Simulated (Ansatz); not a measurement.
## PbS: the volume at rest

PbS in the rock-salt structure, starting from this typed cell of 27.00 Å³ an atom.

```
Pb S
1.0
     0.00000    3.00000    3.00000
     3.00000    0.00000    3.00000
     3.00000    3.00000    0.00000
Pb S
1 1
Direct
  0.00000 0.00000 0.00000
  0.50000 0.50000 0.50000
```

DFT in Ansatz; k mesh 6×6×6; fixed occupations; no spin. Cell and atoms are relaxed to zero stress with the symmetry kept and no dispersion correction.

Caveats: coarse k mesh.

**Question.** What volume results under PBE, LDA, PBEsol, and how much do the potentials matter?

**Answer.** 
```csv
functional,potentials,cutoff (eV),volume (Å³/atom),change (%)
PBE,all-electron PAW datasets (no frozen core),280,27.12,0.5
PBE,Ansatz hand-made PAW,580,27.12,0.5
PBE,PseudoDojo norm-conserving,850,27.06,0.2
PBE,Ansatz norm-conserving,850,27.12,0.4
LDA,Ansatz hand-made PAW,610,24.97,-7.5
LDA,PseudoDojo norm-conserving,762,24.96,-7.5
PBEsol,Ansatz hand-made PAW,610,25.71,-4.8
PBEsol,PseudoDojo norm-conserving,850,25.66,-5.0
```

From smallest to largest: LDA, PBEsol, PBE.
